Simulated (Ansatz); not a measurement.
Space group Im-3m (No. 229). a = 2.814 Å, b = 2.814 Å, c = 2.814 Å, α = 90.00°, β = 90.00°, γ = 90.00°
```csv
atom,site,symmetry,x,y,z
Cr,2a,m-3m,0.0000,0.0000,0.0000
```

Equation of state of this Cr structure (not necessarily the ground state), with shape and atoms relaxed at each volume where symmetry leaves them free. It has no gap at any of these volumes. Level of theory: Ansatz, DFT PBEsol, scalar-relativistic, plane waves, PAW.

Plane waves to 420 eV, a k mesh through Γ of 20×20×20 on the computed 1-atom cell and Gaussian smearing (0.10 eV); no spin polarisation.

```tsv
V (Å³/atom)	E − E(largest V) (meV/atom)	P (GPa)
10.475	7.18	19.92
10.809	-22.86	9.17
11.143	-32.09	0.00
11.478	-23.61	-7.84
11.812	0.00	-14.53
```

Task: Fit a third-order Birch–Murnaghan equation to E(V).

Result: V0 = 11.14 Å³/atom, B0 = 283 GPa, B0' = 4.3.